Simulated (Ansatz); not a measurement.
**Two structures of SnO under several functionals**

Plane-wave DFT in Ansatz with scalar-relativistic PAW potentials (420 eV, r2SCAN 500 eV). Each structure was relaxed within its symmetry at each level.
A. P4/nmm, 8 atoms in the computed cell, a = 3.806 Å, c = 4.751 Å; sites (symmetry × multiplicity) Sn 4mm × 2, O -4m2 × 2
B. Pmn2_1, 4 atoms in the computed cell, a = 3.316 Å, b = 5.705 Å, c = 3.894 Å; sites (symmetry × multiplicity) Sn m.. × 2, O m.. × 2
(cells at PBEsol)

**Question.** Does the choice of functional change which is lower?

**Answer.**
| level | E(B) − E(A) (meV/atom) | V(A) (Å³/atom) | V(B) (Å³/atom) |
| --- | --- | --- | --- |
| PBEsol | 94 | 17.20 | 18.42 |
| PBEsol+D3(BJ) | 105 | 16.22 | 16.76 |
| LDA | 105 | 16.52 | 17.33 |
| PBE+D3(BJ) | 85 | 17.53 | 18.73 |

No: at every level A is lower; the difference varies by 20 meV/atom between levels. Functionals that bind more strongly (LDA, PBEsol, a dispersion term) tend to favour the denser structure.